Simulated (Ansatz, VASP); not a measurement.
AlNi3 in VASP and in Ansatz

```xyz
4
Lattice="0.0000 2.7984 2.7984 2.7984 0.0000 2.7984 2.7984 2.7984 0.0000" Properties=species:S:1:pos:R:3 pbc="T T T"
Al    2.7984    2.7984    2.7984
Ni    1.3992    1.3992    1.3992
Ni    0.0000    0.0000    0.0000
Ni    4.1976    4.1976    4.1976
```

Alike in both runs: functional PBEsol; k mesh 8 × 8 × 8; occupations gaussian, width 0.1 eV; no spin polarisation.

Ansatz relaxed the structure, and its values are those at the end. VASP's run is a single point on that final structure, the one shown.

```csv
,VASP,Ansatz
version,VASP 6.6.1,Ansatz 0.2.0
potentials or method,"VASP PAW PBE potentials, release 64 (Al, Ni)","scalar-relativistic, plane waves, PAW"
plane-wave cutoff (eV),520,420
valence electrons in the cell,33,57
```

VASP gave:

```
gap on the k mesh at the Fermi level (eV) : none
pressure (GPa)                            : 0.1
```

Question: What did Ansatz give for the same quantities?

Answer: gap on the k mesh at the Fermi level (eV): none; pressure (GPa): 0.0.

A gap of «none» marks a metal or a gap that the smearing closes. The two sets of potentials don't hold the same shells in valence.

Caveats: the PAW data sets were made with another functional, which shifts forces and pressure a little (VASP). Spin polarisation is off, so any magnetic state and its effect on volume and gap are missing.
